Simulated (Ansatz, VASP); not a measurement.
**One calculation of Na, two programs**

Contents of INCAR:

```
SYSTEM = Na
PREC = Accurate
ENCUT = 520
EDIFF = 1E-6
ISMEAR = -1
SIGMA = 0.2
LREAL = .False.
LASPH = .True.
NELM = 100
ALGO = Normal
ISIF = 2
LWAVE = .False.
LCHARG = .True.
GGA = CA
LELF = .True.
LVHAR = .True.
NBANDS = 10
```

KPOINTS

```
Automatic mesh
0
Gamma
  11 11 11
  0 0 0
```

POSCAR

```
Na
1.0
   -2.0287155323      2.0287155323      2.0287155323
    2.0287155323     -2.0287155323      2.0287155323
    2.0287155323      2.0287155323     -2.0287155323
Na
1
Direct
    0.0000000000      0.0000000000      0.0000000000
```

Input for Ansatz:

```yaml
crystal:
  lattice:
    - [-2.0287155323, 2.0287155323, 2.0287155323]
    - [2.0287155323, -2.0287155323, 2.0287155323]
    - [2.0287155323, 2.0287155323, -2.0287155323]
  atoms:
    - { symbol: Na, position: [0.0, 0.0, 0.0] }
hamiltonian:
  xc: lda
  pseudopotentials:
    kind: paw
    azcp:
      Na: "pseudopotentials/Na.paw.azcp"
basis:
  ecutwfc: 420
  fft_grid_basis: typed
kpoints:
  mp_grid: { grid: [11, 11, 11], shift: [0, 0, 0] }
magnetization:
  spin_polarized: false
scf:
  occupations: { method: fermi_dirac, width: 0.2 }
  lower_state_search: "off"
output:
  stress: true
```

Alike in both runs: task single point; functional LDA; k mesh 11 × 11 × 11; occupations fermi-dirac, width 0.2 eV; no spin polarisation.

|  | VASP | Ansatz |
| --- | --- | --- |
| version | VASP 6.6.1 | Ansatz 0.2.0 |
| potentials or method | VASP PAW LDA potentials, release 64 (Na_pv) | plane waves (420 eV) with PAW, scalar-relativistic |
| plane-wave cutoff (eV) | 520 | 420 |
| valence electrons in the cell | 7 | 9 |

|  | VASP | Ansatz | Ansatz less VASP |
| --- | --- | --- | --- |
| pressure (GPa) | 0.0 | 0.0 | +0.03 |

The two sets of potentials don't hold the same shells in valence. Ansatz warned: «pseudo_functional_mismatch».
